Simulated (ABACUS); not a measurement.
The system is Sb.

```
Sb
1.0
     2.15420    1.24373    3.75800
    -2.15420    1.24373    3.75800
     0.00000   -2.48746    3.75800
Sb
2
Cartesian
  0.0000 0.0000 8.6416
  0.0000 0.0000 2.6324
```

| Item | Value |
| --- | --- |
| Program | ABACUS 3.10.1 |
| Task | single point |
| Functional | PBE |
| Potentials or basis | PseudoDojo NC SR 0.4.1 PBE standard |
| Cutoff | 1361 eV |
| Density cutoff | 5442 eV |
| Basis | DZP LCAO (the cutoffs set its grid) |
| k mesh | 8 × 8 × 8 |
| Occupations | fermi-dirac, width 0.05 eV |
| Spin | no spin polarisation |

On this cell: pressure 3.8 GPa; largest force 0.318 eV/Å; band gap on the k mesh none (metal or under the smearing width).

The same run follows on a disturbed copy (atoms moved at random, drawn with an rms of 0.05 Å):

```
Sb
1.0
     2.15420    1.24373    3.75800
    -2.15420    1.24373    3.75800
     0.00000   -2.48746    3.75800
Sb
2
Direct
  0.76764 0.75507 0.76479
  0.25004 0.22744 0.22232
```

Question: What changes?

Answer: The energy (extrapolated to zero smearing) moves by -2.4 meV/atom; pressure 3.2 GPa; largest force 0.182 eV/Å; band gap on the k mesh none (metal or under the smearing width).

Forces on the atoms (eV/Å):
```
Sb   0.067  0.119 -0.121
Sb  -0.067 -0.119  0.121
```

Stress tensor (GPa, compression positive):
```
 3.67  0.16 -0.28
 0.16  3.35 -0.52
-0.28 -0.52  2.58
```

Caveats: the atomic orbitals were generated for these runs and aren't a published set; the basis of atomic orbitals isn't converged, which shifts pressures, moduli and gaps.
